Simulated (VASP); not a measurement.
Write the native input for VASP 6.6.1 that does the following.

```
Task                   : relaxation of shape and atoms at fixed volume
Functional             : PBE
Potentials or basis    : VASP PAW PBE potentials, release 64 (Al, N)
Cutoff                 : 520 eV
k mesh                 : 6 × 6 × 2
Occupations            : gaussian, width 0.02 eV
Spin                   : no spin polarisation
Further INCAR settings : ALGO = Fast; EDIFF = 1e-07; IBRION = 2; EDIFFG = -0.002; NSW = 80; ISIF = 4
```

The structure of AlN lies in POSCAR:

```
AlN                                     
1.0
    3.1897380909      0.0000000000      0.0000000000
   -1.5948690454      2.7623942160      0.0000000000
    0.0000000000      0.0000000000      5.1146947882
  Al              N             
     2     2
Direct
     0.3333333300000021    0.6666666699999979    0.9992493515525211
     0.6666666699999979    0.3333333300000021    0.4992493515525211
     0.3333333300000021    0.6666666699999979    0.3807506484474814
     0.6666666699999979    0.3333333300000021    0.8807506484474814
```

The cell isn't the ideal one: a relaxed cell with its volume scaled by 1.06.

The input as run:

INCAR

```
SYSTEM = AlN
PREC = Accurate
ENCUT = 520
EDIFF = 1E-7
ISMEAR = 0
SIGMA = 0.02
LREAL = .FALSE.
LASPH = .TRUE.
NELM = 100
ALGO = Fast
ISIF = 4
LWAVE = .FALSE.
LCHARG = .FALSE.
GGA = PE
IBRION = 2
NSW = 80
EDIFFG = -0.002
```

KPOINTS

```
regular mesh
0
G
  6 6 2
  0 0 0
```

Potentials or basis: VASP PAW PBE potentials, release 64 (Al, N).

Command:

```sh
$ cat potpaw_PBE.64/Al/POTCAR potpaw_PBE.64/N/POTCAR > POTCAR
$ mpirun -np 1 vasp_std > vasp.out
```

Results of the run:

```json
{
 "Energy gained by relaxing": "0.1 meV/atom",
 "Ionic steps": "5",
 "Pressure after relaxing": "-10.1 GPa",
 "Band gap on the k mesh": "3.58 eV, direct"
}
```

Caveat: the k mesh is coarse (spacing up to 0.61 Å⁻¹), so the values aren't converged.

Run time: 22 s on 1 thread of Intel(R) Xeon(R) Platinum 8259CL CPU @ 2.50GHz (Skylake/Cascade Lake), with other jobs on the host, peak memory 0.15 GiB.
